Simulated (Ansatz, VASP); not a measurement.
# AlN in two plane-wave programs, part 2 of 2

One calculation is typed for both programs; each brings its own data sets and cutoff. How far apart do they land? The cell is taken from a series of VASP runs on this material, whose earlier steps may have relaxed, scaled or displaced it; both programs get it as it stands.

VASP 6.6.1 and Ansatz 0.2.0.

So far. Step 2 (VASP: single point, LDA): The run ends at a pressure of -4.13 GPa. Step 3 (Ansatz: single point, LDA): The run ends at a pressure of -4.69 GPa, with forces up to 3.5e-4 eV/Å.

### 5. VASP: band structure, LDA

Level of this step: LDA; plane waves and PAW (Al, N) (VASP).

Levels along a path test the potential and the projectors away from the mesh points. The cell compared in this pair holds 41.59 Å³, against 41.80 Å³ for the pair before.

Contents of INCAR:

```
SYSTEM = AlN
PREC = Accurate
ENCUT = 520
EDIFF = 1E-06
NELM = 100
ISMEAR = 0
SIGMA = 0.02
LREAL = .FALSE.
ALGO = Normal
GGA = CA
NBANDS = 22
LORBIT = 11
LWAVE = .FALSE.
LCHARG = .FALSE.
KPAR = 4
ISIF = 2
```

Contents of POSCAR:

```
AlN
1.0
    3.0974350000      0.0000000000      0.0000000000
   -1.5487175000      2.6959370000      0.0000000000
    0.0000000000      0.0000000000      4.9810000000
Al N
2 2
Direct
    0.3335247026      0.6670504052      0.9992852153
    0.6664752974      0.3329495948      0.4992852153
    0.3337528817      0.6675067633      0.3807147847
    0.6662471183      0.3324932367      0.8807147847
```

Contents of KPOINTS:

```
Automatic mesh
0
Gamma
10 10 6
0 0 0
```

Contents of KPOINTS_OPT:

```
Line mode
16
Line-mode
Reciprocal
  0.00000000   0.00000000   0.00000000 GAMMA
 -0.66500418   0.33250209   0.00000000 X

 -0.66500418   0.33250209   0.00000000 X
 -0.50000000   0.00000000   0.00000000 S

 -0.50000000   0.00000000   0.00000000 S
 -0.50000000   0.00000000   0.50000000 R

 -0.50000000   0.00000000   0.50000000 R
 -0.66500418   0.33250209   0.50000000 A

 -0.66500418   0.33250209   0.50000000 A
  0.00000000   0.00000000   0.50000000 Z

  0.00000000   0.00000000   0.50000000 Z
  0.00000000   0.00000000   0.00000000 GAMMA

  0.00000000   0.00000000   0.00000000 GAMMA
  0.00000000  -0.50000000   0.00000000 Y

  0.00000000  -0.50000000   0.00000000 Y
 -0.33499582  -0.33250209   0.00000000 X1

 -0.33499582  -0.33250209   0.00000000 X1
 -0.33499582  -0.33250209   0.50000000 A1

 -0.33499582  -0.33250209   0.50000000 A1
  0.00000000  -0.50000000   0.50000000 T

  0.00000000  -0.50000000   0.50000000 T
  0.00000000  -0.50000000   0.00000000 Y

  0.00000000   0.00000000   0.50000000 Z
  0.00000000  -0.50000000   0.50000000 T
```

The projector-augmented-wave data sets are Al and N (LDA family, release 64).

On the command line:

```
$ mpirun -np 4 vasp_std
```

Numbers of over 12 decimals in the logs are rounded to 6 here.

Log:

```text
[... set-up lines as in an earlier step ...]
 entering main loop
       N       E                     dE             d eps       ncg     rms          rms(c)
DAV:   1     0.306444854529E+02    0.30644E+02   -0.69143E+03  5456   0.652E+02
DAV:   2    -0.353456280354E+02   -0.65990E+02   -0.62093E+02  6716   0.148E+02
DAV:   3    -0.378883141233E+02   -0.25427E+01   -0.25277E+01  6858   0.265E+01
DAV:   4    -0.379007344168E+02   -0.12420E-01   -0.12419E-01  6260   0.218E+00
[...]
DAV:  10    -0.328351586698E+02   -0.20795E-03   -0.81218E-04  5948   0.148E-01    0.161E-01
DAV:  11    -0.328350722802E+02    0.86390E-04   -0.11435E-04  6614   0.642E-02    0.267E-02
DAV:  12    -0.328350714578E+02    0.82236E-06   -0.20666E-06  6270   0.834E-03
   1 F= -.32835071E+02 E0= -.32835071E+02  d E =-.532456E-18
 Start KPOINTS_OPT (optional k-point list driver)
k-point batch [1-124\192]
       N       E                     dE             ncg
DAV:   1     0.912758550248E+04   -0.50490E+05     5456
DAV:   2     0.178078122552E+04   -0.73468E+04     6930
DAV:   3     0.149416629145E+04   -0.28661E+03     6834
DAV:   4     0.149274756301E+04   -0.14187E+01     6152
DAV:   5     0.149273318813E+04   -0.14375E-01     6796
DAV:   6     0.149273297563E+04   -0.21250E-03     6086
DAV:   7     0.149273297243E+04   -0.32031E-05     5792
DAV:   8     0.149273297204E+04   -0.39158E-06     4204
k-point batch [125-192\192]
       N       E                     dE             ncg
DAV:   1     0.232461801677E+05   -0.37084E+05     2992
DAV:   2     0.192644694885E+05   -0.39817E+04     3822
DAV:   3     0.191167039870E+05   -0.14777E+03     3746
DAV:   4     0.191159584498E+05   -0.74554E+00     3430
DAV:   5     0.191159506974E+05   -0.77524E-02     3702
DAV:   6     0.191159505823E+05   -0.11512E-03     3340
DAV:   7     0.191159505806E+05   -0.17199E-05     3130
DAV:   8     0.191159505803E+05   -0.21186E-06     2312
```

OUTCAR, selected parts (step 5):

```text
  Total       -0.6204170     -0.9553339     -0.8683197      0.0000000      0.0000000      0.0000000
  in kB      -23.8982316    -36.7991097    -33.4473550      0.0000000      0.0000000      0.0000000
  external PRESSURE =     -31.3815654 kB  Pullay stress =       0.0000000 kB

 POSITION                                       TOTAL-FORCE (eV/Angst)
 -----------------------------------------------------------------------------------
     -0.00000      1.79833      4.97744         0.000000     -0.000456     -0.001037
      1.54872      0.89761      2.48694        -0.000000      0.000456     -0.001037
     -0.00000      1.79956      1.89634        -0.000000      0.001834      0.001037
      1.54872      0.89638      4.38684         0.000000     -0.001834      0.001037
 -----------------------------------------------------------------------------------
    total drift:                               -0.001009      0.000589     -0.000100

  FREE ENERGIE OF THE ION-ELECTRON SYSTEM (eV)
  ---------------------------------------------------
  free  energy   TOTEN  =       -32.8350714578 eV

  energy  without entropy=      -32.8350714578  energy(sigma->0) =      -32.83507146

[... 3 further parts left out ...]
[key lines of the parts left out:]
E-fermi :   6.0323
```

The run ends at a pressure of -3.14 GPa, with forces up to 0.0021 eV/Å.

### 6. Ansatz: band structure, LDA

The same cell, functional (in two slightly different forms), mesh and smearing now go to Ansatz, which takes its cutoff from its data sets.

The cell is taken from a series of VASP runs on this material, whose earlier steps may have relaxed, scaled or displaced it; both programs get it as it stands.

Contents of input.yaml:

```yaml
crystal:
  lattice:
    - [3.097435, 0.0, 0.0]
    - [-1.5487175, 2.695937, 0.0]
    - [0.0, 0.0, 4.981]
  atoms:
    - { symbol: Al, position: [0.3335247026, 0.6670504052, 0.9992852153] }
    - { symbol: Al, position: [0.6664752974, 0.3329495948, 0.4992852153] }
    - { symbol: "N", position: [0.3337528817, 0.6675067633, 0.3807147847] }
    - { symbol: "N", position: [0.6662471183, 0.3324932367, 0.8807147847] }
hamiltonian:
  xc: lda
  pseudopotentials: { kind: paw }
kpoints:
  mp_grid: { grid: [10, 10, 6] }
  band_path:
    path:
      - [0.0, 0.0, 0.0]
      - [-0.266, 0.133, 0.0]
      - [-0.57634, 0.28817, 0.0]
      - [-0.632, 0.266, 0.0]
      - [-0.555, 0.11083, 0.0]
      - [-0.5, 0.0, 0.0]
      - [-0.5, 0.0, 0.23333]
      - [-0.5, 0.0, 0.46667]
      - [-0.544, 0.08867, 0.5]
      - [-0.621, 0.24383, 0.5]
      - [-0.62067, 0.31034, 0.5]
      - [-0.31034, 0.15517, 0.5]
      - [0.0, 0.0, 0.5]
      - [0.0, 0.0, 0.33333]
      - [0.0, 0.0, 0.1]
      - [0.0, -0.06667, 0.0]
      - [0.0, -0.3, 0.0]
      - [0.0, -0.5, 0.0]
      - [-0.134, -0.433, 0.0]
      - [-0.29033, -0.35484, 0.0]
      - [-0.335, -0.3325, 0.1]
      - [-0.335, -0.3325, 0.33333]
      - [-0.335, -0.3325, 0.5]
      - [-0.17866, -0.41067, 0.5]
      - [-0.02233, -0.48883, 0.5]
      - [0.0, -0.5, 0.36667]
      - [0.0, -0.5, 0.13333]
      - [0.0, -0.03333, 0.5]
      - [0.0, -0.26667, 0.5]
      - [0.0, -0.5, 0.5]
    npoints: 1
scf:
  occupations: { method: gaussian, width: 0.02 }
  n_extra_bands: 8
output:
  forces: true
  stress: true
  eigenvalues: true
  write_density: true
  write_potential: true
  elf: true
  volumetric_format: npy
```

On the command line:

```
$ ansatz run input.yaml --threads 2 --pin off --max-ram 4608MiB --backend cpu --events-out ev --progress --plain --runs-dir out
```

Log:

```text
[...]
Crystal: 4 atoms, lattice volume = 41.594 Å³
Basis set: ecut = 420 eV, 801 PW (Γ)
Bands: 16, of which v1, the nominal top of the filled ones, is band 8 counted from 1 (7 counted from 0)
Symmetry: 4 space group operations
[...]
k-points: 124 of 600 (time reversal used)
[...]
k-point 0: bands = [... 4 lower, 6.0634, 6.6721, 6.7058, 6.8902, 11.1578, 13.5028, 17.3964, 17.8602, ... 4 higher]
  k-point 1: bands = [... 4 lower, 6.1038, 6.2925, 6.6255, 6.6598, 11.6400, 13.5744, 17.2203, 17.8318, ... 4 higher]
  k-point 2: bands = [... 4 lower, 6.1738, 6.2164, 6.5007, 6.5375, 12.5731, 13.6531, 16.9305, 17.8834, ... 4 higher]
  k-point 123: bands = [... 4 lower, 4.0282, 4.0282, 5.9066, 5.9066, 13.2683, 13.2683, 15.9211, 15.9211, ... 4 higher]
[key lines of the parts left out:]
SCF converged after 6 iterations
Free energy (F): -1779.704873 eV
Fermi energy:    9.023978 eV
P = ⅓ Tr σ = -3.6864 GPa (-36.864 kbar)
```

Run time: 9.1 s. Hardware: 2 threads of Arm Neoverse N1, shared host; peak memory 0.35 GiB; 18 s of CPU time.

### 7. Comparison

The two programs side by side:

```tsv
quantity	Ansatz	VASP	difference
pressure (GPa)	-3.69	-3.14	-0.55
pressure without Ansatz's Pulay correction (GPa)	-4.35	-3.14	-1.21
gap over the path points (eV)	4.268	4.275	-0.007
```

Levels at points of the path, from each program's valence-band top (eV; 4 filled, then empty):

```tsv
k (reciprocal lattice)	Ansatz	VASP
0.000 0.000 0.000	-0.83 -0.22 -0.18 0.00 4.27 6.61 10.51	-0.83 -0.22 -0.18 0.00 4.28 6.61 10.51
-0.266 0.133 0.000	-2.66 -1.33 -0.62 -0.35 6.23 8.11 8.58	-2.66 -1.33 -0.62 -0.35 6.23 8.10 8.57
-0.576 0.288 0.000	-3.40 -2.97 -2.23 -1.89 5.12 8.03 9.24	-3.41 -2.98 -2.23 -1.90 5.10 8.03 9.24
-0.632 0.266 0.000	-3.73 -2.73 -2.30 -2.10 5.02 8.03 9.34	-3.73 -2.74 -2.31 -2.10 5.00 8.04 9.34
-0.555 0.111 0.000	-3.25 -2.58 -1.82 -1.12 5.57 6.36 8.43	-3.26 -2.59 -1.83 -1.13 5.56 6.34 8.43
-0.500 0.000 0.000	-3.36 -2.11 -1.79 -0.70 5.68 5.68 8.12	-3.37 -2.12 -1.80 -0.70 5.67 5.68 8.11
-0.500 0.000 0.233	-2.66 -1.96 -1.25 -0.92 5.01 5.78 9.24	-2.67 -1.97 -1.25 -0.93 5.00 5.76 9.24
-0.500 0.000 0.467	-1.55 -1.50 -1.41 -1.26 5.10 5.34 9.00	-1.56 -1.51 -1.41 -1.26 5.09 5.32 8.99
-0.544 0.089 0.500	-2.05 -2.05 -1.09 -1.09 5.50 5.50 9.21	-2.06 -2.06 -1.09 -1.09 5.49 5.49 9.20
-0.621 0.244 0.500	-3.48 -3.48 -0.84 -0.84 6.71 6.71 8.41	-3.50 -3.50 -0.84 -0.84 6.70 6.70 8.40
```

Among the levels compared at these points, filled levels agree within 16 meV and empty ones within 19 meV. Ansatz's pressure holds a Pulay correction of 0.66 GPa; VASP's holds none.

### 8. Results

| Property | Result |
| --- | --- |
| difference in gap on the k mesh (single point, LDA) | -0.0070 eV |
| difference in pressure (single point, LDA) | -0.56 GPa |
| difference in gap over the path points (band structure, LDA) | -0.0071 eV |
| difference in pressure (band structure, LDA) | -0.55 GPa |

The difference in pressure is -0.56 GPa (single point, LDA), within the 1 GPa picked in this series as the mark of a large difference. 2 further runs of this series are not shown here. How closely two codes agree says nothing of how well the functional describes the real material.

[Lines on the potential files, build, host, timing and source positions are cut from VASP's logs without a mark.]

[Logs are printed without paths, hosts, clocks, repeated set-up lines and the standing remarks that a program may print on its own settings, such as how far it seeks lower states.]

[Hosts, paths, dates, database ids (printed as entryN), source tags and the programs' standing remarks are cut or masked in the printed files.]
